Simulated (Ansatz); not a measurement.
**RuO2: biaxial strain −2.72 %, plane normal [001], relaxed out of plane**

Take RuO2 in the rutile structure (space group P4_2/mnm, No. 136; a = 4.480 Å, c = 3.107 Å) as the base. Axes: x, y, z lie along a, b, c of the conventional cell.

Modification: biaxial strain −2.72 %, plane normal [001], relaxed out of plane (Cartesian); in-plane vectors clamped, the third vector and the atoms free.

All numbers come from Ansatz (a program for electronic structure) r2SCAN, no spin-orbit coupling. k-mesh 11×11×15 (Γ-centred); smearing 0.05 eV (Fermi–Dirac).

The volume per atom drops by 0.367 Å³ to 10.03 Å³ and the space group is still P4_2/mnm (No. 136). The shortest interatomic distance falls by 0.0356 Å (1.934 Å → 1.899 Å) and the pressure (mean of the normal stresses, compression positive) goes from zero to 9.1 GPa. The band gap is still zero and the out-of-plane strain amounts to +1.94 % (rough). The mean in-plane stress (compression positive) is +13.7 GPa (rough).

Final structure (turned so that z lies along the plane normal):

```
RuO2
1.0
    4.35808     0.00000     0.00000
    0.00000     4.35808     0.00000
    0.00000     0.00000     3.16707
Ru O
2 4
Cartesian
  2.17904   2.17904   1.58353
  0.00000   0.00000   0.00000
  3.52170   3.52170   1.58353
  1.34266   3.01542   0.00000
  3.01542   1.34266   0.00000
  0.83638   0.83638   1.58353
```

Without a gap, meshes like the base's 11×11×15 leave anisotropic stresses uncertain by several tenths of a GPa, and small strain energies with them. Whether these cells are dynamically stable was not tested. Starting moments died away, wholly or in part, for the base; another magnetic solution may exist. No Hubbard U is applied, and correlation can decide whether such a compound is a metal. The final runs are not spin-polarised.
